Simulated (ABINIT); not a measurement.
Crystal: ScAl3.

```xyz
4
Lattice="4.0878 0.0000 0.0000 0.0000 4.0878 0.0000 0.0000 0.0000 4.0878" Properties=species:S:1:pos:R:3 pbc="T T T"
Sc    0.0000    0.0000    0.0000
Al    2.0439    2.0439    0.0000
Al    0.0000    2.0439    2.0439
Al    2.0439    0.0000    2.0439
```

The cell is a database's computed one.

Program: ABINIT 10.8.3 (patched build). Alike in all runs: task band structure; no spin polarisation; cell as given; k mesh 7 × 7 × 7; smearing fermi-dirac 0.05 eV.

**Question.** Order these runs on this cell by their pressure, lowest first.
A. level HCTH407; potentials or basis JTH PAW PBE v2.0; cutoff (eV) 544; fine-grid cutoff 1088.46 eV
B. level PBEsol; potentials or basis PseudoDojo NC SR PBEsol v0.4 stringent; cutoff (eV) 1061
C. level LDA-PZ; potentials or basis JTH PAW LDA v2.0; cutoff (eV) 544; fine-grid cutoff 1088.46 eV

**Answer.** A (-5.7 GPa), C (-3.7 GPa), B (-1.2 GPa).

Caveats: the PAW data sets were made with another functional, which shifts forces and pressure a little (some runs).

Runs at the PBE level aren't shown here.
